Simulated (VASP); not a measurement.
# Si7W4 (a cell with a defect) in VASP: notebook

One crystal, Si7W4 (a cell with a defect), is run at these levels: PBEsol; tasks: single point.

Program: VASP 6.6.1. These are calculated values, not measurements. Logs are shortened: lines on timing, memory, paths and dates and some standing lists are left out, and cuts for length are marked.

## 1. The cell of the first run

The cell holds a defect, 11 atoms: a = 9.032 Å, b = 4.516 Å, c = 9.032 Å, α = 138.45°, β = 138.45°, γ = 60.21°.

## 2. Single point, PBEsol (hop of Si into the vacancy)

Input file INCAR:

```
SYSTEM = Si7W4
PREC = Accurate
ENCUT = 520
EDIFF = 1E-7
ISMEAR = 0
SIGMA = 0.05
LREAL = .FALSE.
LASPH = .TRUE.
NELM = 100
ALGO = Fast
ISIF = 2
LWAVE = .FALSE.
LCHARG = .FALSE.
GGA = PS
NBANDS = 53
```

Input file KPOINTS:

```
regular mesh
0
G
  5 5 5
  0 0 0
```

Input file POSCAR:

```
Si7W4
1.0
   -3.2034200408      3.2034200408      7.8134584989
    1.6017100204     -1.6017100204      3.9067292494
    3.2034200408      3.2034200408     -7.8134584989
Si W
7 4
Direct
    0.1735007225      0.3478998597      0.0145329053
    0.3272775213      0.6550769848     -0.0145329053
    0.2503891807      0.5014882278      0.4999999936
    0.6589677980      0.3188340236     -0.0145329053
    0.8418104075      0.6841427698      0.0145329053
    0.6559209160      0.3320970717      0.4999999936
    0.8448572510      0.6708796448      0.4999999936
   -0.0153660855      0.0222455833      0.4999999936
   -0.0120855830     -0.0234609874      0.9750505585
    0.5161443036     -0.0192687774      0.4999999936
    0.5128638266      0.0264378445      1.0249494160
```

Potentials or basis: VASP PAW PBE potentials, release 64 (Si, W_sv).

On the command line:

```console
cat potpaw_PBE.64/Si/POTCAR potpaw_PBE.64/W_sv/POTCAR > POTCAR
mpirun -np 1 vasp_std > vasp.out
```

OUTCAR:

```text
SYSTEM = Si7W4
   PREC = Accurate
   ENCUT = 520
   EDIFF = 1E-7
   ISMEAR = 0
   LREAL = .FALSE.
   LASPH = .TRUE.
   NELM = 100
   ISIF = 2
   GGA = PS

 ion  position               nearest neighbor table
   1  0.174  0.348  0.015-  10 2.59   9 2.60   5 2.60   2 2.60   7 2.62  11 2.62   9 2.62   2 2.63
                             8 2.66   6 3.13
   2  0.327  0.655  0.985-   8 2.59  11 2.60   4 2.60   1 2.60   6 2.62   9 2.62  11 2.62   1 2.63
                            10 2.66   7 3.13
   3  0.250  0.501  0.500-  11 2.38   9 2.38  10 2.38   8 2.38
   4  0.659  0.319  0.985-  10 2.59  11 2.60   2 2.60   5 2.60   7 2.62   9 2.62  11 2.62   5 2.63
                             8 2.66   6 3.13
   5  0.842  0.684  0.015-   8 2.59   9 2.60   1 2.60   4 2.60   6 2.62  11 2.62   9 2.62   4 2.63
                            10 2.66   7 3.13
   6  0.656  0.332  0.500-  10 2.47  10 2.55  11 2.57   9 2.57   8 2.58   7 2.60   2 2.62   5 2.62
                             7 2.80   1 3.13   4 3.13
   7  0.845  0.671  0.500-   8 2.47   8 2.55   9 2.57  11 2.57  10 2.58   6 2.60   4 2.62   1 2.62
                             6 2.80   5 3.13   2 3.13
   8  0.985  0.022  0.500-   3 2.38   7 2.47   7 2.55   6 2.58   5 2.59   2 2.59   1 2.66   4 2.66
                             9 3.04  11 3.04  11 3.37   9 3.37
   9  0.988  0.977  0.975-   3 2.38   7 2.57   6 2.57   1 2.60   5 2.60   2 2.62   4 2.62   5 2.62
                             1 2.62   8 3.04  10 3.04  10 3.37   8 3.37
  10  0.516  0.981  0.500-   3 2.38   6 2.47   6 2.55   7 2.58   1 2.59   4 2.59   5 2.66   2 2.66
                             9 3.04  11 3.04  11 3.37   9 3.37
  11  0.513  0.026  0.025-   3 2.38   7 2.57   6 2.57   4 2.60   2 2.60   5 2.62   1 2.62   2 2.62
                             4 2.62  10 3.04   8 3.04   8 3.37  10 3.37

  LATTYP: Found a base centered monoclinic cell.
 ALAT       =     9.0318289194
 B/A-ratio  =     1.0031899648
 C/A-ratio  =     0.5000000000
 COS(beta)  =    -0.4968049473

  Lattice vectors:

 A1 = (  -1.6017100204,  -4.8051300612,  -3.9067292494)
 A2 = (   4.8051300612,   1.6017100204,  -3.9067292495)
 A3 = (   1.6017100204,  -1.6017100204,   3.9067292494)

Analysis of symmetry for initial positions (statically):
=====================================================================
 Subroutine PRICEL returns:
 Original cell was already a primitive cell.

 Routine SETGRP: Setting up the symmetry group for a
 base centered monoclinic supercell.

 Subroutine GETGRP returns: Found  4 space group operations
 (whereof  1 operations were pure point group operations)
 out of a pool of  4 trial point group operations.

The static configuration has the point symmetry C_1 .
 The point group associated with its full space group is C_2h.

Analysis of symmetry for dynamics (positions and initial velocities):
=====================================================================
 Subroutine PRICEL returns:
 Original cell was already a primitive cell.

 Routine SETGRP: Setting up the symmetry group for a
 base centered monoclinic supercell.

 Subroutine GETGRP returns: Found  4 space group operations
 (whereof  1 operations were pure point group operations)
 out of a pool of  4 trial point group operations.

The dynamic configuration has the point symmetry C_1 .
 The point group associated with its full space group is C_2h.

 Subroutine INISYM returns: Found  4 space group operations
 (whereof  1 operations are pure point group operations),
 and found     1 'primitive' translations

----------------------------------------------------------------------------------------

                                     Primitive cell

  volume of cell :     160.3619

  direct lattice vectors                    reciprocal lattice vectors
    -3.203420041  3.203420041  7.813458499     0.000000000  0.156083184  0.063992149
     1.601710020 -1.601710020  3.906729249     0.312166368  0.000000000  0.127984298
     3.203420041  3.203420041 -7.813458499     0.156083184  0.156083184  0.000000000

  length of vectors
     9.031828919  4.515914460  9.031828919     0.168691895  0.337383790  0.220734956

  position of ions in fractional coordinates (direct lattice)
     0.173500723  0.347899860  0.014532905
     0.327277521  0.655076985  0.985467095
     0.250389181  0.501488228  0.499999994
     0.658967798  0.318834024  0.985467095
     0.841810407  0.684142770  0.014532905
     0.655920916  0.332097072  0.499999994
     0.844857251  0.670879645  0.499999994
     0.984633915  0.022245583  0.499999994
     0.987914417  0.976539013  0.975050559
     0.516144304  0.980731223  0.499999994
     0.512863827  0.026437845  0.024949416

  ion indices of the primitive-cell ions
[... 32 lines left out ...]
     0.000000000  0.000000000  0.000000000

 Subroutine IBZKPT returns following result:
 ===========================================

 Found     39 irreducible k-points:

 Following reciprocal coordinates:
            Coordinates               Weight
  0.000000  0.000000  0.000000      1.000000
  0.200000  0.000000  0.000000      4.000000
  0.400000  0.000000  0.000000      4.000000
  0.000000  0.200000  0.000000      4.000000
  0.200000  0.200000  0.000000      4.000000
  0.400000  0.200000  0.000000      4.000000
[... 16 lines left out ...]
  0.400000  0.400000  0.200000      4.000000
 -0.400000  0.400000  0.200000      4.000000
 [... further k-points ...]
   k-points           NKPTS =     39   k-points in BZ     NKDIM =     39   number of bands    NBANDS=     53
   number of dos      NEDOS =    301   number of ions     NIONS =     11
   total plane-waves  NPLWV = 176400
   dimension x,y,z NGX =    70 NGY =   36 NGZ =   70
   dimension x,y,z NGXF=   140 NGYF=   72 NGZF=  140
   ions per type =               7   4
   NGX,Y,Z   is equivalent  to a cutoff of  12.88, 13.25, 12.88 a.u.
   NGXF,Y,Z  is equivalent  to a cutoff of  25.77, 26.51, 25.77 a.u.
 SYSTEM =  Si7W4
   PREC   = accura    normal or accurate (medium, high low for compatibility)
   ISTART =      0    job   : 0-new  1-cont  2-samecut
   ICHARG =      2    charge: 1-file 2-atom 10-const
   ISPIN  =      1    spin polarized calculation?
   LNONCOLLINEAR =      F non collinear calculations
   LSORBIT =      F    spin-orbit coupling
   LASPH  =      T    aspherical Exc in radial PAW
   ENCUT  =  520.0 eV  38.22 Ry    6.18 a.u.  16.79  8.40 16.79*2*pi/ulx,y,z
   NELM   =    100;   NELMIN=  2; NELMDL= -5     # of ELM steps
   EDIFF  = 0.1E-06   stopping-criterion for ELM
   LREAL  =      F    real-space projection
   EDIFFG = 0.1E-05   stopping-criterion for IOM
   NSW    =      0    number of steps for IOM
   IBRION =     -1    ionic relax: 0-MD 1-quasi-New 2-CG
   NFREE  =      0    steps in history (QN), initial steepest desc. (CG)
   ISIF   =      2    stress and relaxation
   ISYM   =      2    0-nonsym 1-usesym 2-fastsym
   POTIM  = 0.5000    time-step for ionic-motion
   TEBEG  =    0.0;   TEEND  =   0.0 temperature during run
   PSTRESS=    0.0 pullay stress
   NELECT =      84.0000    total number of electrons
   NUPDOWN=      -1.0000    fix difference up-down
   EMIN   =  10.00;   EMAX   =-10.00  energy-range for DOS
   EFERMI =   0.00;   METHOD = LEGACY
   ISMEAR =     0;   SIGMA  =   0.05  broadening in eV -4-tet -1-fermi 0-gaus
   EFERMI_NEDOS =   21; number of points for ismear=-14 and -15
   IALGO  =     68    algorithm
   IMIX   =      4    mixing-type and parameters
     AMIX     =   0.40;   BMIX     =  1.00
     AMIX_MAG =   1.60;   BMIX_MAG =  1.00
  volume/ion in A,a.u.               =      14.58        98.38
  Fermi-wavevector in a.u.,A,eV,Ry     =   1.319677  2.493827 23.695182  1.741547
  Thomas-Fermi vector in A             =   2.449558
   LORBIT       =      0    0 simple, 1 ext, 2 COOP (PROOUT), +10 PAW based schemes
   GGA     = PS    functional components
   LHFCALC =     F    Hartree Fock is set to
   AEXX    =    0.0000 exact exchange contribution
   IVDW    =     0    specifies the selected vdW correction
   LEPSILON=     F    determine dielectric tensor
   LRPA    =     F    only Hartree local field effects (RPA)
 non-spin polarized calculation
 RMM-DIIS sequential band-by-band and
 Gauss-broadening in eV      SIGMA  =   0.05
  energy-cutoff  :      520.00
  volume of cell :      160.36
 maximum number of plane-waves:      4341
 NGX is ok and might be reduce to    70
   NGX = 33   NGY = 17   NGZ = 33

 number of electron      84.0000001 magnetization

 Free energy of the ion-electron system (eV)
  ---------------------------------------------------
  ext. energy  EPLUGINS =         0.00000000
  ---------------------------------------------------
  free energy    TOTEN  =       -96.33909798 eV

  energy without entropy =      -96.33304018  energy(sigma->0) =      -96.33606908

 E-fermi :  10.1898     XC(G=0): -12.2258

 val. band max:       10.1634647122   @ k =   0.0000  -0.2000   0.2000
 cond. band min:      10.2137094592   @ k =   0.2000   0.4000   0.2000
 fundamental gap:      0.0502447471
 Fermi energy:        10.1898396106

 k-point     1 :       0.0000    0.0000    0.0000
  band No.  band energies     occupation
      1     -63.3096      2.00000
      2     -63.3087      2.00000
      3     -63.1665      2.00000
      4     -63.1660      2.00000
      5     -27.7805      2.00000
      6     -27.7322      2.00000
[... 1333 lines left out ...]
     52      13.8921      0.00000
     53      14.2906      0.00000

 [... further k-points ...]

------------------------ aborting loop because EDIFF is reached ----------------------------------------

  FORCE on cell =-STRESS in cart. coord.  units (eV):
  Direction    XX          YY          ZZ          XY          YZ          ZX
  --------------------------------------------------------------------------------------
  -------------------------------------------------------------------------------------
  Total        3.0964077      3.0964077      8.3176409     -0.6457060     -0.3252682      0.3252685
  in kB       30.9362483     30.9362483     83.1016537     -6.4512565     -3.2497586      3.2497618
  external PRESSURE =      48.3247168 kB  Pullay stress =       0.0000000 kB

 VOLUME and BASIS-vectors are now :
 -----------------------------------------------------------------------------
  energy-cutoff  :      520.00
  volume of cell :      160.36
      direct lattice vectors                 reciprocal lattice vectors
    -3.203420041  3.203420041  7.813458499     0.000000000  0.156083184  0.063992149
     1.601710020 -1.601710020  3.906729249     0.312166368  0.000000000  0.127984298
     3.203420041  3.203420041 -7.813458499     0.156083184  0.156083184  0.000000000

 POSITION                                       TOTAL-FORCE (eV/Angst)
 -----------------------------------------------------------------------------------
      0.04799      0.04512      2.60124         0.004353      0.003946     -0.002917
      3.15770      3.15603     -2.58353        -0.004353     -0.003946      0.002917
      1.60285      1.60057      0.00886        -0.000000     -0.000000      0.000000
      1.55659      4.75714     -1.30549        -0.003946     -0.004353     -0.002917
     -1.55432      1.64743      9.13666         0.003946      0.004353      0.002917
      0.03244      3.17098      2.51569         0.002678     -0.002678      0.002305
     -0.03017      3.23359      5.31547        -0.002678      0.002678     -0.002305
     -1.51686      4.72028      3.87357         0.008185     -0.008185      0.006263
      1.52292      4.72407      3.91558         0.000033      0.000033     -0.000000
      1.51913      1.68429      3.95759        -0.008185      0.008185     -0.006263
     -1.52065      1.68050      3.91558        -0.000033     -0.000033      0.000000
 -----------------------------------------------------------------------------------
    total drift:                               -0.000359      0.000009      0.001012

  FREE ENERGIE OF THE ION-ELECTRON SYSTEM (eV)
  ---------------------------------------------------
  free  energy   TOTEN  =       -96.3390979809 eV

  energy  without entropy=      -96.3330401817  energy(sigma->0) =      -96.33606908
```

Wall time 9.8 min (1 thread of AMD EPYC 9R45 (Zen 5), shared host); peak memory 0.52 GiB.

What came out:

```yaml
Free_energy: -96.3391 eV
Pressure: 4.8 GPa
Largest_force: 0.013 eV/Å
Band_gap_on_the_k_mesh: none (metal or under the smearing width)
```

Forces on the atoms (eV/Å):
```
Si   0.004  0.004 -0.003
Si  -0.004 -0.004  0.003
Si   0.000  0.000  0.000
Si  -0.004 -0.004 -0.003
Si   0.004  0.004  0.003
Si   0.003 -0.003  0.002
Si  -0.003  0.003 -0.002
W    0.008 -0.008  0.006
W    0.000  0.000  0.000
W   -0.008  0.008 -0.006
W    0.000  0.000  0.000
```

Levels at points of the mesh, in eV from the Fermi level:
| k point | band 39 | band 40 | band 41 | band 42 | band 43 | band 44 | band 45 | band 46 |
| --- | --- | --- | --- | --- | --- | --- | --- | --- |
| (0.00, 0.00, 0.00) | -1.59 | -1.04 | -0.75 | 0.20 | 0.58 | 0.87 | 2.45 | 2.54 |

Caveat: the k mesh is coarse (spacing up to 0.42 Å⁻¹), so the values aren't converged; the PAW data sets were made with another functional, which shifts forces and pressure a little. Spin-orbit coupling is left out, which matters for the levels of W.

## 3. Single point, PBEsol (hop of Si into the vacancy)

Input file INCAR:

```
PREC = Accurate
ENCUT = 520
EDIFF = 1E-6
ISMEAR = 0
SIGMA = 0.05
LREAL = F
LASPH = T
NELM = 100
ALGO = Fast
ISIF = 2
LWAVE = F
LCHARG = F
GGA = PS
NBANDS = 53
```

Input file KPOINTS:

```
Automatic mesh
0
Gamma
  5 5 5
```

Input file POSCAR:

```
Si7W4
1.0
   -3.2034200408      3.2034200408      7.8134584989
    1.6017100204     -1.6017100204      3.9067292494
    3.2034200408      3.2034200408     -7.8134584989
Si W
7 4
Direct
    0.1738708443      0.3508168394      0.0147403398
    0.3290534277      0.6601630952     -0.0100313102
    0.3040445715      0.6018826513      0.4999999936
    0.6591304853      0.3213361342     -0.0147403398
    0.8390847187      0.6802256900      0.0100313102
    0.6571478041      0.3358525817      0.4999999936
    0.8425041867      0.6679609809      0.4999999936
   -0.0097719366      0.0127441186      0.4999999936
   -0.0083104182     -0.0159375042      0.9830657422
    0.5111615417     -0.0172933133      0.4999999936
    0.5086238077      0.0179309603      1.0169342323
```

Potentials or basis: VASP PAW PBE potentials, release 64 (Si, W_sv).

On the command line:

```console
cat potpaw_PBE.64/Si/POTCAR potpaw_PBE.64/W_sv/POTCAR > POTCAR
mpirun -np 1 vasp_std > vasp.out
```

Wall time 14 min (1 thread of Intel Xeon Platinum 8259CL at 2.50GHz (Skylake/Cascade Lake), shared host); peak memory 0.57 GiB.

It converged, with:

```
Free energy            : -97.1820 eV
Pressure               : -0.2 GPa
Largest force          : 1.618 eV/Å
Band gap on the k mesh : none (metal or under the smearing width)
```

Forces in eV/Å, atoms in the order of the input:
```
Si   0.019 -0.011 -0.128
Si   0.043  0.026 -0.158
Si  -0.032  0.032  1.618
Si   0.011 -0.019 -0.128
Si  -0.026 -0.043 -0.158
Si  -0.008  0.008 -0.078
Si   0.012 -0.012 -0.245
W   -0.076  0.076 -0.134
W    0.073  0.080 -0.150
W    0.064 -0.064 -0.289
W   -0.080 -0.073 -0.150
```

Stress tensor (GPa, compression positive):
```
-2.73 -0.30  0.39
-0.30 -2.73 -0.39
 0.39 -0.39  4.99
```

Levels at points of the mesh, in eV from the Fermi level:
| k point | band 38 | band 39 | band 40 | band 41 | band 42 | band 43 | band 44 | band 45 | band 46 | band 47 |
| --- | --- | --- | --- | --- | --- | --- | --- | --- | --- | --- |
| (0.00, 0.00, 0.00) | -1.26 | -1.23 | -0.90 | -0.40 | 0.27 | 0.44 | 1.37 | 3.02 | 3.06 | 3.52 |

Caveat: the k mesh is coarse (spacing up to 0.42 Å⁻¹), so the values aren't converged; the PAW data sets were made with another functional, which shifts forces and pressure a little.

[end of part 1 of 2]
